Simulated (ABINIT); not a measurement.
# Pd (Fm-3m) in ABINIT: notebook

The runs below take Pd through relaxation of cell and atoms, single point, with PBE.

All numbers are computed with ABINIT 10.8.3 (patched build); they aren't measurements. Logs are shortened: lines on timing, memory, paths and dates and some standing lists are left out, and cuts for length are marked. The log counts tension as positive stress, the text compression.

## 1. The structure

The structure is cubic, space group Fm-3m (No. 225). Conventional cell: a = 3.893 Å, b = 3.893 Å, c = 3.893 Å, α = 90.00°, β = 90.00°, γ = 90.00°. Pd (site symmetry m-3m) has 12 Pd at 2.75 Å as nearest neighbours.

## 2. Relaxation of cell and atoms, PBE

run.abi reads:

```
# Pseudopotentials
pp_dirpath "./"
pseudos "46_Pd_18_1.9_2.2_pbe_n_v1.0.psp8"

# Structure
acell 3*1.0 Angstrom
rprim
     0.0000000000     1.9465000000     1.9465000000
     1.9465000000     0.0000000000     1.9465000000
     1.9465000000     1.9465000000     0.0000000000
ntypat 1
znucl 46
natom 1
typat 1
chkprim 0
chksymtnons 0
tolsym 1.0e-6
xred
            0.0            0.0            0.0

# Plane-wave basis
ecut 33.0
ecutsm 0.5

# k points
kptopt 1
ngkpt 9 9 9
nshiftk 1
shiftk 0.0 0.0 0.0

# Exchange and correlation
ixc 11

# Bands and occupations
nband 13
occopt 3
tsmear 0.05 eV

# SCF cycle
nstep 80
tolvrs 1.0e-12

# Output
iomode 3
prteig 0
prtebands 0
prtwf 0
prtden 0

# Relaxation
ionmov 2
optcell 2
ntime 50
tolmxf 2.0e-5
dilatmx 1.08
```

Potentials or basis: SPMS NC PBE v1.0.

Run with:

```
mpirun --bind-to none -np 4 abinit run.abi > log 2>&1
```

run.abo:

```text
.Version 10.8.3 of ABINIT
 Symmetries : space group Fm -3 m (#225); Bravais cF (face-center cubic)
================================================================================
 Values of the parameters that define the memory need of the present run
     intxc =       0    ionmov =       2      iscf =       7    lmnmax =       6
     lnmax =       6     mgfft =      30  mpssoang =       3    mqgrid =    3001
     natom =       1  nloc_mem =       1    nspden =       1   nspinor =       1
    nsppol =       1      nsym =      48    n1xccc =    2501    ntypat =       1
    occopt =       3   xclevel =       2
       mpw =        1153          nfft =       27000          nkpt =          35
================================================================================
================================================================================

--------------------------------------------------------------------------------
------------- Echo of variables that govern the present computation ------------
--------------------------------------------------------------------------------
 -outvars: echo values of preprocessed input variables --------
            acell      1.8897261259E+00  1.8897261259E+00  1.8897261259E+00 Bohr
              amu      1.06420000E+02
          chkprim           0
      chksymtnons           0
          dilatmx      1.08000000E+00
             ecut      3.30000000E+01 Hartree
           ecutsm      5.00000000E-01 Hartree
           ionmov           2
              ixc          11
         kptrlatt        9    0    0      0    9    0      0    0    9
          kptrlen      4.68177763E+01
            natom           1
            nband          13
            ngfft          30      30      30
             nkpt          35
            nstep          80
             nsym          48
            ntime          50
           ntypat           1
           occopt           3
          optcell           2
           prtden           0
        prtebands           0
           prteig           0
            prtwf           0
            rprim      0.0000000000E+00  1.9465000000E+00  1.9465000000E+00
                       1.9465000000E+00  0.0000000000E+00  1.9465000000E+00
                       1.9465000000E+00  1.9465000000E+00  0.0000000000E+00
          spgroup         225
           tolmxf      2.00000000E-05
           tolsym      1.00000000E-06
           tolvrs      1.00000000E-12
           tsmear      1.83746611E-03 Hartree
            typat      1
            znucl       46.00000

================================================================================

 chkinp: Checking input parameters for consistency.

================================================================================
== DATASET  1 ==================================================================

--- !DatasetInfo
iteration_state: {dtset: 1, }
dimensions: {natom: 1, nkpt: 35, mband: 13, nsppol: 1, nspinor: 1, nspden: 1, mpw: 1153, }
cutoff_energies: {ecut:  33.0, pawecutdg:  -1.0, }
electrons: {nelect:   1.80000000E+01, charge:   0.00000000E+00, occopt:   3.00000000E+00, tsmear:   1.83746611E-03, }
meta: {optdriver: 0, ionmov: 2, optcell: 2, iscf: 7, paral_kgb: 0, }
...

 Exchange-correlation functional for the present dataset will be:
  GGA: Perdew-Burke-Ernzerhof functional - ixc=11
  J.P.Perdew, K.Burke, M.Ernzerhof, PRL 77, 3865 (1996)

 Real(R)+Recip(G) space primitive vectors, cartesian coordinates (Bohr,Bohr^-1):
 R(1)=  0.0000000  3.6783519  3.6783519  G(1)= -0.1359304  0.1359304  0.1359304
 R(2)=  3.6783519  0.0000000  3.6783519  G(2)=  0.1359304 -0.1359304  0.1359304
 R(3)=  3.6783519  3.6783519  0.0000000  G(3)=  0.1359304  0.1359304 -0.1359304
 Unit cell volume ucvol=  9.9538209E+01 bohr^3
 Angles (23,13,12)=  6.00000000E+01  6.00000000E+01  6.00000000E+01 degrees

 getcut: wavevector=  0.0000  0.0000  0.0000  ngfft=  30  30  30
         ecut(hartree)=     38.491   => boxcut(ratio)=   2.06723

--- Pseudopotential description ------------------------------------------------
- pspini: atom type   1  psp file is ./46_Pd_18_1.9_2.2_pbe_n_v1.0.psp8
  46.00000  18.00000    210704                znucl, zion, pspdat
    8   11    2    4       600   0.00000      pspcod,pspxc,lmax,lloc,mmax,r2well
    5.99000000000000    7.00000000000000    0.00000000000000   rchrg,fchrg,qchrg
     nproj     2     2     2
     extension_switch     1

   7.04075786E+02                                ecore*ucvol(ha*bohr**3)
--------------------------------------------------------------------------------

================================================================================

=== [ionmov= 2] Broyden-Fletcher-Goldfarb-Shanno method (forces)
================================================================================

--- Iteration: ( 1/50) Internal Cycle: (1/1)
--------------------------------------------------------------------------------

---SELF-CONSISTENT-FIELD CONVERGENCE--------------------------------------------

--- !BeginCycle
iteration_state: {dtset: 1, itime: 1, icycle: 1, }
solver: {iscf: 7, nstep: 80, nline: 4, wfoptalg: 0, }
tolerances: {tolvrs: 1.00E-12, }
...

     iter   Etot(hartree)      deltaE(h)  residm     vres2
 ETOT  1  -133.45334908386    -1.335E+02 1.106E-01 1.843E+02
 ETOT  2  -133.48538709234    -3.204E-02 1.233E-02 1.941E+02
 ETOT  3  -133.54212793872    -5.674E-02 1.362E-03 5.120E-02
 ETOT  4  -133.54214006098    -1.212E-05 1.367E-04 1.120E-03
 ETOT  5  -133.54214015662    -9.564E-08 1.153E-05 1.579E-05
 ETOT  6  -133.54214016016    -3.538E-09 2.576E-06 3.872E-07
 ETOT  7  -133.54214016021    -5.349E-11 3.742E-07 3.692E-09
 ETOT  8  -133.54214016021     2.274E-12 6.902E-08 1.157E-11
 ETOT  9  -133.54214016021    -4.832E-13 6.810E-08 3.364E-14

 At SCF step    9       vres2   =  3.36E-14 < tolvrs=  1.00E-12 =>converged.

 Cartesian components of stress tensor (hartree/bohr^3)
  sigma(1 1)= -2.60115097E-04  sigma(3 2)=  0.00000000E+00
  sigma(2 2)= -2.60115097E-04  sigma(3 1)=  0.00000000E+00
  sigma(3 3)= -2.60115097E-04  sigma(2 1)=  0.00000000E+00

--- !ResultsGS
iteration_state: {dtset: 1, itime: 1, icycle: 1, }
comment   : Summary of ground state results
lattice_vectors:
- [  0.0000000,   3.6783519,   3.6783519, ]
- [  3.6783519,   0.0000000,   3.6783519, ]
- [  3.6783519,   3.6783519,   0.0000000, ]
lattice_lengths: [   5.20198,    5.20198,    5.20198, ]
lattice_angles: [ 60.000,  60.000,  60.000, ] # degrees, (23, 13, 12)
lattice_volume:   9.9538209E+01
convergence: {deltae: -4.832E-13, res2:  3.364E-14, residm:  6.810E-08, diffor: null, }
etotal    :  -1.33542140E+02
entropy   :   0.00000000E+00
fermie    :   3.44429990E-01
cartesian_stress_tensor: # hartree/bohr^3
- [ -2.60115097E-04,   0.00000000E+00,   0.00000000E+00, ]
- [  0.00000000E+00,  -2.60115097E-04,   0.00000000E+00, ]
- [  0.00000000E+00,   0.00000000E+00,  -2.60115097E-04, ]
pressure_GPa:   7.6529E+00
xred      :
- [  0.0000E+00,   0.0000E+00,   0.0000E+00, Pd]
cartesian_forces: # hartree/bohr
- [ -0.00000000E+00,  -0.00000000E+00,  -0.00000000E+00, ]
force_length_stats: {min:   0.00000000E+00, max:   0.00000000E+00, mean:   0.00000000E+00, }
...
[... 359 lines left out ...]
---OUTPUT-----------------------------------------------------------------------

 Cartesian coordinates (xcart) [bohr]
  0.00000000000000E+00  0.00000000000000E+00  0.00000000000000E+00
 Reduced coordinates (xred)
  0.00000000000000E+00  0.00000000000000E+00  0.00000000000000E+00
 Cartesian forces (fcart) [Ha/bohr]; max,rms= 0.00000E+00 0.00000E+00 (free atoms)
  0.00000000000000E+00  0.00000000000000E+00  0.00000000000000E+00
 Gradient of E wrt nuclear positions in reduced coordinates (gred)
 -0.00000000000000E+00 -0.00000000000000E+00 -0.00000000000000E+00
 Scale of Primitive Cell (acell) [bohr]
  5.27139888743402E+00  5.27139888743401E+00  5.27139888743401E+00
 Real space primitive translations (rprimd) [bohr]
  0.00000000000000E+00  3.72744189964382E+00  3.72744189964382E+00
  3.72744189964381E+00  0.00000000000000E+00  3.72744189964381E+00
  3.72744189964381E+00  3.72744189964381E+00  0.00000000000000E+00
 Unitary Cell Volume (ucvol) [Bohr^3]=  1.03576836851824E+02
 Angles (23,13,12)= [degrees]
  6.00000000000000E+01  6.00000000000000E+01  6.00000000000000E+01
 Lengths [Bohr]
  5.27139888743402E+00  5.27139888743401E+00  5.27139888743401E+00
 Stress tensor in cartesian coordinates (strten) [Ha/bohr^3]
  3.66882080271580E-11  0.00000000000000E+00  0.00000000000000E+00
  0.00000000000000E+00  3.66881663937946E-11  0.00000000000000E+00
  0.00000000000000E+00  0.00000000000000E+00  3.66881386382190E-11
 Total energy (etotal) [Ha]= -1.33542643499163E+02

 Difference of energy with previous step (new-old):
           Absolute (Ha)=-6.96758E-10
           Relative     =-5.21750E-12

 At Broyd/MD step   5, gradients are converged :
  max grad (force/stress) = 3.6688E-09 < tolmxf= 2.0000E-05 ha/bohr (free atoms)

================================================================================

 ----iterations are completed or convergence reached----

 Mean square residual over all n,k,spin=   48.639E-18; max=  33.638E-17
 reduced coordinates (array xred) for    1 atoms
       0.000000000000      0.000000000000      0.000000000000
 rms dE/dt=  8.5880E-31; max dE/dt=  0.0000E+00; dE/dt below (all hartree)
    1      -0.000000000000     -0.000000000000      0.000000000000

 cartesian coordinates (angstrom) at end:
    1      0.00000000000000     0.00000000000000     0.00000000000000

 cartesian forces (hartree/bohr) at end:
    1      0.00000000000000     0.00000000000000     0.00000000000000
 frms,max,avg= 0.0000000E+00 0.0000000E+00   0.000E+00  0.000E+00  0.000E+00 h/b

 cartesian forces (eV/Angstrom) at end:
    1      0.00000000000000     0.00000000000000     0.00000000000000
 frms,max,avg= 0.0000000E+00 0.0000000E+00   0.000E+00  0.000E+00  0.000E+00 e/A
 length scales=  5.271398887434  5.271398887434  5.271398887434 bohr
              =  2.789504158917  2.789504158917  2.789504158917 angstroms
 Fermi (or HOMO) energy (hartree) =   0.32097   Average Vxc (hartree)=  -0.49645
 Eigenvalues (hartree) for nkpt=  35  k points:
 kpt#   1, nband= 13, wtk=  0.00137, kpt=  0.0000  0.0000  0.0000 (reduced coord)
  -2.76323   -1.49924   -1.49924   -1.49924    0.06899    0.22332    0.22332    0.22332
   0.27926    0.27926    0.96835    1.13438    1.13438
      occupation numbers for kpt#   1
   2.00000    2.00000    2.00000    2.00000    2.00000    2.00000    2.00000    2.00000
   2.00000    2.00000    0.00000    0.00000    0.00000
 prteigrs : prtvol=0 or 1, do not print more k-points.

--- !EnergyTerms
iteration_state     : {dtset: 1, itime: 5, icycle: 1, }
comment             : Components of total free energy in Hartree
kinetic             :  4.29941108802985E+01
hartree             :  2.56245982175477E+01
xc                  : -2.01477908151841E+01
Ewald energy        : -9.96323585992595E+01
psp_core            :  6.79761815024341E+00
local_psp           : -7.60148707822227E+01
non_local_psp       : -1.31632222860105E+01
internal            : -1.33541915234587E+02
'-kT*entropy'       : -7.28264575408939E-04
total_energy        : -1.33542643499163E+02
total_energy_eV     : -3.63388045256506E+03
band_energy         : -1.22403303281340E+01
...

 Cartesian components of stress tensor (hartree/bohr^3)
  sigma(1 1)=  3.66882080E-11  sigma(3 2)=  0.00000000E+00
  sigma(2 2)=  3.66881664E-11  sigma(3 1)=  0.00000000E+00
  sigma(3 3)=  3.66881386E-11  sigma(2 1)=  0.00000000E+00

-Cartesian components of stress tensor (GPa)         [Pressure= -1.0794E-06 GPa]
- sigma(1 1)=  1.07940435E-06  sigma(3 2)=  0.00000000E+00
- sigma(2 2)=  1.07940312E-06  sigma(3 1)=  0.00000000E+00
- sigma(3 3)=  1.07940230E-06  sigma(2 1)=  0.00000000E+00

== END DATASET(S) ==============================================================
================================================================================

 -outvars: echo values of variables after computation  --------
            acell      5.2713988874E+00  5.2713988874E+00  5.2713988874E+00 Bohr
           etotal     -1.3354264350E+02
            fcart      0.0000000000E+00  0.0000000000E+00  0.0000000000E+00
            rprim      0.0000000000E+00  7.0710678119E-01  7.0710678119E-01
                       7.0710678119E-01  0.0000000000E+00  7.0710678119E-01
                       7.0710678119E-01  7.0710678119E-01  0.0000000000E+00
           strten      3.6688208027E-11  3.6688166394E-11  3.6688138638E-11
                       0.0000000000E+00  0.0000000000E+00  0.0000000000E+00
 Calculation completed.
```

Run time: 15 s. Hardware: 4 MPI ranks of Arm Neoverse V1, shared host; peak memory 0.24 GiB.

What came out:

- Free energy: -3633.8805 eV
- Relaxed volume: 15.35 Å³/atom
- Relaxed cell: a = 2.790 Å, b = 2.790 Å, c = 2.790 Å, α = 60.00°, β = 60.00°, γ = 60.00°
- Space group after relaxing (to 0.05 Å): Fm-3m (No. 225)
- Energy gained by relaxing: 13.7 meV/atom
- Ionic steps: 5
- Pressure after relaxing: 0.0 GPa
- Band gap on the k mesh: none (metal or under the smearing width)

Step by step:
```tsv
step	energy change (eV)	largest force (eV/Å)	pressure (GPa)	volume (Å³)
1	0.0000	0.0000	7.65	14.75
2	-0.0114	0.0000	2.97	15.10
3	-0.0137	0.0000	0.21	15.33
4	-0.0137	0.0000	0.01	15.35
5	-0.0137	0.0000	0.00	15.35
```

Final structure:
```
Pd
1.0
     0.00000    1.97248    1.97248
     1.97248    0.00000    1.97248
     1.97248    1.97248    0.00000
Pd
1
Direct
  0.00000 0.00000 0.00000
```

## 3. Single point, PBE (cell relaxed)

run.abi reads:

```
pp_dirpath "./"
pseudos "46_Pd_18_1.9_2.2_pbe_n_v1.0.psp8"

acell 2.7895041633 2.7895041633 2.7895041633 Angstrom
rprim
     0.0000000000     0.7071067812     0.7071067812
     0.7071067812     0.0000000000     0.7071067812
     0.7071067812     0.7071067812     0.0000000000
ntypat 1
znucl 46
natom 1
typat 1
xcart
     0.0000000000     0.0000000000     0.0000000000
chkprim 0
chksymtnons 0
tolsym 1.0e-6

ecut 897.975746 eV

kptopt 1
ngkpt 9 9 9
nshiftk 1
shiftk 0.0 0.0 0.0

ixc 11

nband 13
occopt 3
tsmear 0.00183747

nstep 100
tolvrs 1.0e-10

iomode 3
prtwf 0
prtden 0
prteig 0
prtebands 0
```

Potentials or basis: SPMS NC PBE v1.0.

Run with:

```
mpirun --bind-to none -np 4 abinit run.abi > log 2>&1
```

run.abo:

```text
.Version 10.8.3 of ABINIT
 Symmetries : space group Fm -3 m (#225); Bravais cF (face-center cubic)
================================================================================
 Values of the parameters that define the memory need of the present run
     intxc =       0    ionmov =       0      iscf =       7    lmnmax =       6
     lnmax =       6     mgfft =      30  mpssoang =       3    mqgrid =    3001
     natom =       1  nloc_mem =       1    nspden =       1   nspinor =       1
    nsppol =       1      nsym =      48    n1xccc =    2501    ntypat =       1
    occopt =       3   xclevel =       2
       mpw =         955          nfft =       27000          nkpt =          35
================================================================================
================================================================================

--------------------------------------------------------------------------------
------------- Echo of variables that govern the present computation ------------
--------------------------------------------------------------------------------
 -outvars: echo values of preprocessed input variables --------
            acell      5.2713988957E+00  5.2713988957E+00  5.2713988957E+00 Bohr
              amu      1.06420000E+02
          chkprim           0
      chksymtnons           0
             ecut      3.30000000E+01 Hartree
              ixc          11
         kptrlatt        9    0    0      0    9    0      0    0    9
          kptrlen      4.74425901E+01
            natom           1
            nband          13
            ngfft          30      30      30
             nkpt          35
            nstep         100
             nsym          48
           ntypat           1
[... 143 lines left out ...]
   2.00000    2.00000    2.00000    2.00000    2.00000    2.00000    2.00000    2.00000
   2.00000    2.00000    0.00000    0.00000    0.00000
 prteigrs : prtvol=0 or 1, do not print more k-points.

--- !EnergyTerms
iteration_state     : {dtset: 1, }
comment             : Components of total free energy in Hartree
kinetic             :  4.29941104471315E+01
hartree             :  2.56245982378026E+01
xc                  : -2.01477902670957E+01
Ewald energy        : -9.96323584408200E+01
psp_core            :  6.79761811781379E+00
local_psp           : -7.60148712330189E+01
non_local_psp       : -1.31632218387816E+01
internal            : -1.33541914976968E+02
'-kT*entropy'       : -7.28267400699484E-04
total_energy        : -1.33542643244369E+02
total_energy_eV     : -3.63388044563177E+03
band_energy         : -1.22403313859185E+01
...

 Cartesian components of stress tensor (hartree/bohr^3)
  sigma(1 1)=  1.80317197E-08  sigma(3 2)=  0.00000000E+00
  sigma(2 2)=  1.80317197E-08  sigma(3 1)=  0.00000000E+00
  sigma(3 3)=  1.80317197E-08  sigma(2 1)=  0.00000000E+00

-Cartesian components of stress tensor (GPa)         [Pressure= -5.3051E-04 GPa]
- sigma(1 1)=  5.30511509E-04  sigma(3 2)=  0.00000000E+00
- sigma(2 2)=  5.30511510E-04  sigma(3 1)=  0.00000000E+00
- sigma(3 3)=  5.30511509E-04  sigma(2 1)=  0.00000000E+00

== END DATASET(S) ==============================================================
================================================================================

 -outvars: echo values of variables after computation  --------
            acell      5.2713988957E+00  5.2713988957E+00  5.2713988957E+00 Bohr
           etotal     -1.3354264324E+02
            fcart      0.0000000000E+00  0.0000000000E+00  0.0000000000E+00
            rprim      0.0000000000E+00  7.0710678120E-01  7.0710678120E-01
                       7.0710678120E-01  0.0000000000E+00  7.0710678120E-01
                       7.0710678120E-01  7.0710678120E-01  0.0000000000E+00
           strten      1.8031719701E-08  1.8031719728E-08  1.8031719701E-08
                       0.0000000000E+00  0.0000000000E+00  0.0000000000E+00
 Calculation completed.
```

Run time: 3.3 s. Hardware: 4 MPI ranks of Arm Neoverse V1, shared host; peak memory 0.28 GiB.

Results:

- Free energy: -3633.8804 eV
- Pressure: 0.0 GPa
- Band gap on the k mesh: none (metal or under the smearing width)
- Valence electrons inside the program's atomic spheres: Pd 15.20 (radii [1.0584] Å)

Levels at points of the mesh, in eV from the Fermi level:
```csv
k point,band 6,band 7,band 8,band 9,band 10,band 11,band 12,band 13
"(0.00, 0.00, 0.00)",-2.66,-2.66,-2.66,-1.14,-1.14,17.62,22.13,22.13
```
